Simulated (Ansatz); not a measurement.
Rh:

```
Rh
1.0
     2.73098    0.00000    0.00000
    -1.36549    2.36510    0.00000
     0.00000    0.00000    4.42849
Rh
2
Cartesian
  0.0000 1.5767 1.1071
  1.3655 0.7884 3.3214
```

This isn't the form of Rh at room conditions, which is fcc.

| Quantity | Value |
| --- | --- |
| Program | Ansatz 0.2.0 |
| Task | relaxation of cell and atoms |
| Functional | PBEsol0 |
| Potentials or basis | Ansatz PAW |
| Cutoff | 420 eV (not typed: the program's choice for these potentials) |
| k mesh | 6 × 6 × 3 |
| Occupations | fermi-dirac, width 0.05 eV |
| Spin | no spin polarisation |

At the start: volume 14.30 Å³/atom.

**Question.** Where does the relaxation end?

**Answer.** It ends after 5 steps and the volume is 13.17 Å³/atom (-7.9 %); space group P6_3/mmc (No. 194, to 0.05 Å).

The path:
```csv
step,energy change (eV),largest force (eV/Å),volume (Å³)
1,0.0000,0.0000,28.60
2,-0.1977,0.0000,25.98
3,-0.2038,0.0000,26.39
4,-0.2040,0.0000,26.34
5,-0.2027,0.0000,26.34
```

Final structure:
```
Rh
1.0
     2.68840    0.00000    0.00000
    -1.34420    2.32822    0.00000
     0.00000    0.00000    4.20841
Rh
2
Direct
  0.33333 0.66667 0.25000
  0.66667 0.33333 0.75000
```

Caveat: the k mesh is coarse (spacing up to 0.47 Å⁻¹), so the values aren't converged, least of all with exact exchange; the plane-wave basis is chosen anew once the cell has moved, so the energies of steps on either side of that aren't comparable; the PAW data sets come from PBE, with cores solved anew for the run's functional, which leaves a small shift of forces and pressure.
